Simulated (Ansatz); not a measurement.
# La2O3: the cost of one run

Computed with Ansatz 0.2.0 (DFT PBE, scalar-relativistic, plane waves, PAW, unless a step's input says otherwise).

**1. The starting structure**

Symmetry: P321, No. 150, trigonal system. Conventional cell: a = 3.930 Å, b = 3.930 Å, c = 6.120 Å, α = 90.00°, β = 90.00°, γ = 120.00°. Around La (site symmetry 3) lie 3 O at 2.14 Å. O (site symmetry 2) is surrounded by 2 O at 1.70 Å and 2 La at 2.14 Å.

Coordinates:

```cif
data_structure
_symmetry_space_group_name_H-M 'P321'
_symmetry_Int_Tables_number 150
_cell_length_a 3.9300
_cell_length_b 3.9300
_cell_length_c 6.1200
_cell_angle_alpha 90.000
_cell_angle_beta 90.000
_cell_angle_gamma 120.000
_cell_volume 81.86
loop_
_atom_site_label
_atom_site_type_symbol
_atom_site_symmetry_multiplicity
_atom_site_Wyckoff_symbol
_atom_site_fract_x
_atom_site_fract_y
_atom_site_fract_z
_atom_site_occupancy
La1 La 2 d 0.66667 0.33333 0.25000 1
O1 O 3 e 0.00000 0.25000 0.00000 1
```

The runs take a perfect supercell of 60 atoms; the defect goes to fractional position (0.958, 0.958, 0.917).

**2. The perfect supercell**

File input.yaml:

```yaml
crystal:
  lattice:
    - [-5.895, 3.40348, -6.12]
    - [5.895, -3.40348, -6.12]
    - [-5.895, -10.21044, 6.12]
  atoms:
    - { symbol: La, position: [0.875, 0.708334, 0.833333] }
    - { symbol: La, position: [0.375, 0.208334, 0.833333] }
    - { symbol: La, position: [0.041666, 0.375, 0.666667] }
    - { symbol: La, position: [0.541666, 0.875, 0.666667] }
    - { symbol: La, position: [0.208333, 0.041667, 0.5] }
    - { symbol: La, position: [0.708333, 0.541667, 0.5] }
    - { symbol: La, position: [0.375, 0.708334, 0.333333] }
    - { symbol: La, position: [0.875, 0.208334, 0.333333] }
    - { symbol: La, position: [0.541666, 0.375, 0.166667] }
    - { symbol: La, position: [0.041666, 0.875, 0.166667] }
    - { symbol: La, position: [0.708333, 0.041667, 0.0] }
    - { symbol: La, position: [0.208333, 0.541667, 0.0] }
    - { symbol: La, position: [0.458334, 0.625, 0.833333] }
    - { symbol: La, position: [0.958334, 0.125, 0.833333] }
    - { symbol: La, position: [0.625, 0.291666, 0.666667] }
    - { symbol: La, position: [0.125, 0.791666, 0.666667] }
    - { symbol: La, position: [0.791667, 0.958333, 0.5] }
    - { symbol: La, position: [0.291667, 0.458333, 0.5] }
    - { symbol: La, position: [0.958334, 0.625, 0.333333] }
    - { symbol: La, position: [0.458334, 0.125, 0.333333] }
    - { symbol: La, position: [0.125, 0.291666, 0.166667] }
    - { symbol: La, position: [0.625, 0.791666, 0.166667] }
    - { symbol: La, position: [0.291667, 0.958333, 0.0] }
    - { symbol: La, position: [0.791667, 0.458333, 0.0] }
    - { symbol: O, position: [0.958333, 0.958333, 0.916667] }
    - { symbol: O, position: [0.458333, 0.458333, 0.916667] }
    - { symbol: O, position: [0.125, 0.625, 0.75] }
    - { symbol: O, position: [0.625, 0.125, 0.75] }
    - { symbol: O, position: [0.291667, 0.291667, 0.583333] }
    - { symbol: O, position: [0.791667, 0.791667, 0.583333] }
    - { symbol: O, position: [0.458333, 0.958333, 0.416667] }
    - { symbol: O, position: [0.958333, 0.458333, 0.416667] }
    - { symbol: O, position: [0.625, 0.625, 0.25] }
    - { symbol: O, position: [0.125, 0.125, 0.25] }
    - { symbol: O, position: [0.791667, 0.291667, 0.083333] }
    - { symbol: O, position: [0.291667, 0.791667, 0.083333] }
    - { symbol: O, position: [0.75, 0.125, 0.875] }
    - { symbol: O, position: [0.25, 0.625, 0.875] }
    - { symbol: O, position: [0.916667, 0.791667, 0.708333] }
    - { symbol: O, position: [0.416667, 0.291667, 0.708333] }
    - { symbol: O, position: [0.083333, 0.458333, 0.541667] }
    - { symbol: O, position: [0.583333, 0.958333, 0.541667] }
    - { symbol: O, position: [0.25, 0.125, 0.375] }
    - { symbol: O, position: [0.75, 0.625, 0.375] }
    - { symbol: O, position: [0.416667, 0.791667, 0.208333] }
    - { symbol: O, position: [0.916667, 0.291667, 0.208333] }
    - { symbol: O, position: [0.583333, 0.458333, 0.041667] }
    - { symbol: O, position: [0.083333, 0.958333, 0.041667] }
    - { symbol: O, position: [0.125, 0.75, 0.875] }
    - { symbol: O, position: [0.625, 0.25, 0.875] }
    - { symbol: O, position: [0.291667, 0.416667, 0.708333] }
    - { symbol: O, position: [0.791667, 0.916667, 0.708333] }
    - { symbol: O, position: [0.458333, 0.083333, 0.541667] }
    - { symbol: O, position: [0.958333, 0.583333, 0.541667] }
    - { symbol: O, position: [0.625, 0.75, 0.375] }
    - { symbol: O, position: [0.125, 0.25, 0.375] }
    - { symbol: O, position: [0.791667, 0.416667, 0.208333] }
    - { symbol: O, position: [0.291667, 0.916667, 0.208333] }
    - { symbol: O, position: [0.958333, 0.083333, 0.041667] }
    - { symbol: O, position: [0.458333, 0.583333, 0.041667] }
basis:
  ecutwfc: 420
  fft_grid_basis: typed
kpoints:
  mp_grid: { grid: [2, 2, 2] }
hamiltonian:
  xc: pbe
  pseudopotentials: { kind: paw }
scf:
  occupations: { method: gaussian, width: 0.05 }
output:
  forces: true
  stress: false
  eigenvalues: true
  bader: false
  write_density: true
  volumetric_format: npy
```

Command:

```
ansatz run input.yaml --threads 8 --pin off --max-ram 16384MiB --backend cpu --events-out ev --progress --plain --runs-dir out
```

What time and memory should one allow on 8 threads of Intel Xeon Platinum 8488C (Sapphire Rapids), shared host?

About 16 s, with a peak of 8.8 GiB.
